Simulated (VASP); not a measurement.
Energy against volume of RuO$_{2}$ (rutile). These are r2SCAN meta-GGA, VASP's PBE PAW potentials (set 64) (plane waves; VASP 6.6.1) values and carry that method's errors. Numerical set-up: 520 eV cut-off, 7×7×10 Γ-centred mesh, first-order Methfessel-Paxton smearing of 0.10 eV, potentials Ru_pv O.

Shape and ions are relaxed at each volume.

```csv
V (Å³/atom),E (eV/atom)
9.796,-13.61644
10.109,-13.64535
10.421,-13.65485
10.734,-13.64792
```

Task: Fit these four points and predict the energy of the run at 11.047 Å³/atom.

Result: A cubic in V^(−2/3), the third-order Birch-Murnaghan form, passes through the four points with V0 = 10.44 Å³/atom and B0 = 278 GPa, and gives -13.6270 eV/atom there. The run gave -13.6271 eV/atom, -0.1 meV/atom from the fit; all five points give B0 = 278 GPa.

The compound is RuO2 in the rutile structure. It was relaxed first.
